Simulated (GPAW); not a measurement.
A run of GPAW 26.7.0 is set up as follows.

Contents of run.py:

```python
from ase import Atoms
from ase.eos import EquationOfState
from ase.io import Trajectory
from ase.units import GPa
from gpaw import GPAW, PW, setup_paths

setup_paths.insert(0, '.')

atoms = Atoms(['In', 'As'],
              cell=[[0.0, 3.018, 3.018],
                    [3.018, 0.0, 3.018],
                    [3.018, 3.018, 0.0]],
              scaled_positions=[[0.0, 0.0, 0.0],
                                [0.75, 0.75, 0.75]],
              pbc=True)

traj = Trajectory('eos.traj', 'w')
volumes, energies = [], []
for x in [0.94, 0.96, 0.98, 1.0, 1.02, 1.04, 1.06]:
    a = atoms.copy()
    a.set_cell(atoms.cell * x**(1 / 3), scale_atoms=True)
    calc = GPAW(mode=PW(600),
                xc='PBE',
                kpts={'size': (6, 6, 6), 'gamma': True},
                occupations={'name': 'fermi-dirac', 'width': 0.05},
                nbands=18,
                convergence={'density': 1e-05, 'energy': 1e-05},
                maxiter=150,
                txt=f'eos-{x:.2f}.txt')
    a.calc = calc
    energies.append(a.get_potential_energy(force_consistent=True))
    volumes.append(a.get_volume())
    p = -a.get_stress()[:3].mean() / GPa
    calc.write(f'eos-{x:.2f}.gpw')
    traj.write(a)
    print(f'{x:.2f} {volumes[-1]:10.4f} A^3 {energies[-1]:14.6f} eV {p:9.3f} GPa', flush=True)

v0, e0, B = EquationOfState(volumes, energies, eos='birchmurnaghan').fit()
print(f'V0 = {v0:.4f} A^3, E0 = {e0:.6f} eV, B0 = {B / GPa:.2f} GPa')
```

Potentials or basis: PAW data sets generated in the run's folder for this functional, pw.

Command:

```sh
$ gpaw-setup -f PBE As In
$ OMP_NUM_THREADS=1 python run.py
```

Q: Predict the equilibrium volume.

A: 29.50 Å³/atom (rough: see the caveat).

Q: Estimate the bulk modulus.

A: 51 GPa (rough).

Energy against volume, from the lowest point:
```tsv
volume (Å³/atom)	energy (meV/atom)
25.840	89.51
26.389	62.09
26.939	40.33
27.489	23.70
28.039	11.73
28.588	3.98
29.138	0.00
```

Caveat: the minimum lies outside the volumes run.
